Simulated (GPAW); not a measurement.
Runs of GPAW 26.7.0 on SnTe. The structure is cubic, space group Fm-3m (No. 225). The conventional cell has a = 6.302 Å, b = 6.302 Å, c = 6.302 Å, α = 90.00°, β = 90.00°, γ = 90.00°. Te (site symmetry m-3m) is surrounded by 6 Sn at 3.15 Å. Sn (site symmetry m-3m) has 6 Te at 3.15 Å as nearest neighbours. 

```csv
task,level,potentials or basis,cell,k mesh,cutoff (eV),smearing,response ecut,response k mesh,response bands,kernels,coarser k mesh,gap on the mesh (eV),pressure (GPa),relaxed volume (Å³/atom)
dielectric tensor,PBEsol,"PAW data sets generated in the run's folder for this functional, pw",as given,6 × 6 × 6,400,fermi-dirac 0.001 eV,80 eV,18 × 18 × 18,30,["RPA"],18 × 18 × 18,(b),-,-
relaxation of cell and atoms,PBEsol+D3(BJ),"PAW data sets generated in the run's folder for this functional, pw",relaxed,7 × 7 × 7,600,fermi-dirac 0.05 eV,-,-,-,-,-,-,0.0,29.55
band structure,LDA,"the program's PAW data sets (release 1.2.1) made for this functional, pw",as given,7 × 7 × 7,600,fermi-dirac 0.05 eV,-,-,-,-,-,-,-1.8,-
relaxation of cell and atoms,BLYP+D3(BJ),"PAW data sets generated in the run's folder for this functional, pw",relaxed,7 × 7 × 7,600,fermi-dirac 0.05 eV,-,-,-,-,-,-,0.0,31.77
single point,TB-mBJ,"GPAW PAW data sets for LDA (gpaw-data 1.2.1), pw",as given,6 × 6 × 6,600,fermi-dirac 0.05 eV,-,-,-,-,-,(a),-,-
```

Alike in all rows: no spin polarisation.

Question: Fill in the values left out.

Answer: (a) 0.10; (b) 0.15.

Caveats: spin-orbit coupling is left out, which moves the levels of the heavy elements (some runs); later steps reuse the first step's grids (some runs); the long-wavelength limit can be off by a per cent or two (some runs); the gap is small at this level, which inflates the dielectric constant (some runs); a model potential gives levels but no total energy (some runs); the PAW data sets were made with another functional, which shifts forces and pressure a little (some runs).

A k mesh can miss the band edges, and the runs leave out spin-orbit coupling on Sn, Te.

Not every run made on this cell is shown here.
